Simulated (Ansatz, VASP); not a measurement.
## In in VASP and in Ansatz

```
In
1.0
     0.00000    2.43229    2.43229
     2.43229    0.00000    2.43229
     2.43229    2.43229    0.00000
In
1
Direct
  0.00000 0.00000 0.00000
```

Alike in both runs: functional RPBE; k mesh 12 × 12 × 12; occupations fermi-dirac, width 0.1 eV; no spin polarisation.

Ansatz relaxed the structure, and its values are those at the end. VASP's run is a single point on that final structure, the one shown.

|  | VASP | Ansatz |
| --- | --- | --- |
| version | VASP 6.6.1 | Ansatz 0.2.0 |
| potentials or method | VASP PAW PBE potentials, release 64 (In_d) | plane waves (420 eV) with PAW, scalar-relativistic |
| plane-wave cutoff (eV) | 520 | 420 |
| valence electrons in the cell | 13 | 13 |

Ansatz gave:

- pressure (GPa): 0.0

Which values does VASP return?

Pressure (GPa): -0.1.

With one functional, cell and mesh, what is left measures potentials, basis and numerics.

Caveats: the PAW data sets were made with another functional, which shifts forces and pressure a little (VASP).
